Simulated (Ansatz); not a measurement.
Sb: single point with PBE

The system is Sb.

```
Sb
1.0
     0.00000    2.37124    2.37124
     2.37124    0.00000    2.37124
     2.37124    2.37124    0.00000
Sb
1
Direct
  0.00000 0.00000 0.00000
```

This isn't the form of Sb at room conditions, which is rhombohedral.

```
Program             : Ansatz 0.2.0
Task                : single point
Functional          : PBE
Potentials or basis : Ansatz PAW
Cutoff              : 420 eV (not typed: the program's choice for these potentials)
k mesh              : 10 × 10 × 10
Occupations         : gaussian, width 0.02 eV
Spin                : no spin polarisation
```

| Quantity | Value |
| --- | --- |
| Pressure | 2.0 GPa |
| Band gap on the k mesh | none (metal or under the smearing width) |

Levels at points of the mesh, in eV from the Fermi level:
```tsv
k point	band 5	band 6	band 7	band 8	band 9	band 10
(0.00, 0.00, 0.00)	-29.23	-12.94	5.45	5.45	5.45	10.24
(0.00, 0.00, -0.50)	-29.19	-9.12	-5.81	3.74	3.74	8.49
(0.00, -0.50, -0.50)	-29.18	-7.48	-4.91	0.44	0.44	4.25
```

Run time: 0.48 s on 2 threads of Intel(R) Xeon(R) 6975P-C (Granite Rapids), with other jobs on the host, peak memory 0.34 GiB.

The run has no spin-orbit coupling, so splittings on Sb are missing.
